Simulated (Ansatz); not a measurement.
# Cu3Au (Auricupride): band structure with RPBE

Crystal: Cu3Au (Auricupride).

```
Au Cu
1.0
     3.74000    0.00000    0.00000
     0.00000    3.74000    0.00000
     0.00000    0.00000    3.74000
Au Cu
1 3
Cartesian
  0.0000 0.0000 0.0000
  1.8700 1.8700 0.0000
  1.8700 0.0000 1.8700
  0.0000 1.8700 1.8700
```

```json
{
 "Program": "Ansatz 0.2.0",
 "Task": "band structure",
 "Functional": "RPBE",
 "Potentials or basis": "Ansatz PAW",
 "Cutoff": "420 eV (not typed: the program's choice for these potentials)",
 "k mesh": "7 × 7 × 7",
 "Occupations": "fermi-dirac, width 0.05 eV",
 "Spin": "no spin polarisation",
 "Path": "[[\"G\", \"X\", \"M\", \"G\", \"R\", \"X\"], [\"M\", \"R\"]]",
 "Points for each segment of the path": "14"
}
```

* Pressure: 9.6 GPa
* Band gap on the k mesh: none (metal or under the smearing width)

Levels at the corners of the path, in eV from the Fermi level:
```tsv
point	band 34	band 35	band 36	band 37	band 38	band 39	band 40	band 41	band 42	band 43
Γ	-1.45	-1.32	-1.32	-1.32	1.29	1.29	1.29	6.10	7.65	7.65
X	-2.17	-1.93	-1.85	-1.45	-1.32	5.87	5.87	6.64	6.64	7.16
M	-2.25	-2.16	-2.08	-0.44	-0.44	-0.34	0.40	8.64	9.57	9.57
Γ	-1.45	-1.32	-1.32	-1.32	1.29	1.29	1.29	6.10	7.65	7.65
R	-1.53	-1.53	-1.53	-1.09	-1.05	-1.05	-1.05	2.58	4.24	4.24
X	-2.17	-1.93	-1.85	-1.45	-1.32	5.87	5.87	6.64	6.64	7.16
M	-2.25	-2.16	-2.08	-0.44	-0.44	-0.34	0.40	8.64	9.57	9.57
R	-1.53	-1.53	-1.53	-1.09	-1.05	-1.05	-1.05	2.58	4.24	4.24
```

It took 5.1 s on 2 threads of Arm Neoverse V2, on a shared host, peak memory 0.36 GiB.

Caveat: spin-orbit coupling is left out, which moves the levels of the heavy elements; the PAW data sets come from PBE, with cores solved anew for the run's functional, which leaves a small shift of forces and pressure.
